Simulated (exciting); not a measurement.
Runs of exciting (release sodium) on NaCl. Symmetry: Fm-3m, No. 225, cubic system. Conventional cell: a = 5.588 Å, b = 5.588 Å, c = 5.588 Å, α = 90.00°, β = 90.00°, γ = 90.00°. Cl (site symmetry m-3m) has 6 Na at 2.79 Å as nearest neighbours. Na (site symmetry m-3m) has 6 Cl at 2.79 Å as nearest neighbours. The cell is a database's computed one.

```csv
level,outputlevel,gap on the mesh (eV)
PBEsol,normal,5.05
revPBE,normal,5.52
RPBE,high,5.59
BLYP,normal,(b)
LDA,low,(a)
```

Alike in all rows: task band structure; potentials or basis all-electron LAPW+lo, shipped species files, valence relativity iora*; no spin polarisation; cell as given; k mesh 8 × 8 × 8; smearing fermi-dirac 0.05 eV; rgkmax 7.5.

Problem. Estimate the missing entries.

Solution. (a) 4.80; (b) 5.24.

Runs at the PBE level aren't shown here.
